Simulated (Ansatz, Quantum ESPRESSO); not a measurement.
## One calculation of C, 3 ways

```xyz
1
Lattice="4.2618 -0.0046 -0.0304 -0.0046 4.3021 0.0118 -0.0092 0.0035 1.2664" Properties=species:S:1:pos:R:3 pbc="T T T"
C     2.1065    2.1495    0.6870
```

The given cell was strained at random by a few per cent at fixed volume.

Alike in all runs: task single point; functional PBE; k mesh 6 × 6 × 20; occupations fermi-dirac, width 0.05 eV; no spin polarisation; no spin-orbit coupling. Pressure is positive in compression and, in plane waves, holds the error of the finite cutoff, which Ansatz's Pulay term estimates and takes out.

```tsv
program and potentials	plane-wave cutoff (eV)	notes	band gap (eV)	pressure (GPa)	energy over the undisturbed cell (meV/atom)
Ansatz, Ansatz PAW (earlier soft set)	420	Pulay term of +0.15 GPa included	no gap	3.88	13.34
Ansatz, all-electron LAPW, scalar-relativistic	-	-	no gap	3.76	-
Quantum ESPRESSO, SSSP 1.3 efficiency PBE	748	-	?	?	?
```

Estimate from the other rows what the run with Quantum ESPRESSO, SSSP 1.3 efficiency PBE gave.

No band gap; pressure 3.78 GPa; energy over the undisturbed cell 13.06 meV/atom. The other rows, which needn't bracket it: pressure 3.76 to 3.88; energy over the undisturbed cell 13.34.
